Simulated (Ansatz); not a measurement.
**How settings move the results for LiBr**

```xyz
2
Lattice="0.0000 2.7548 2.7548 2.7548 0.0000 2.7548 2.7548 2.7548 0.0000" Properties=species:S:1:pos:R:3 pbc="T T T"
Li    0.0000    0.0000    0.0000
Br    2.7548    2.7548    2.7548
```

Atom numbers follow the list: Li1, Br2.

The structure comes from a relaxation in the same program, started in the rocksalt type, and has space group Fm-3m. Whether it is a known phase or the ground state wasn't checked.

Level of theory: Ansatz 0.2.0, DFT, PBE, PAW with Ansatz's default frozen-core files, scalar-relativistic.

Settings: a Γ-centred 12×12×12 k mesh, Fermi–Dirac smearing of 0.08 eV, cutoff 420 eV, no spin polarisation. One setting is then changed at a time.

P includes the program's estimate of the Pulay (finite-basis) term, listed apart; without it the pressure would be far more sensitive to the cutoff.

| PAW cutoff (eV) | free energy less the base's (meV/atom) | P (GPa) | Pulay term in P (GPa) | gap on the mesh (eV) |
| --- | --- | --- | --- | --- |
| 420 (base) | 0.0 | 0.02 | 0.01 | 4.913 |
| 200 | 564 | 0.22 | 17.96 | 5.133 |
| 250 | 104 | -0.03 | 4.94 | 5.014 |
| 300 | 12.2 | 0.01 | 0.93 | 4.918 |
| 350 | 0.6 | 0.02 | 0.07 | 4.915 |
| 800 | -0.5 | 0.02 | 0.00 | 4.913 |
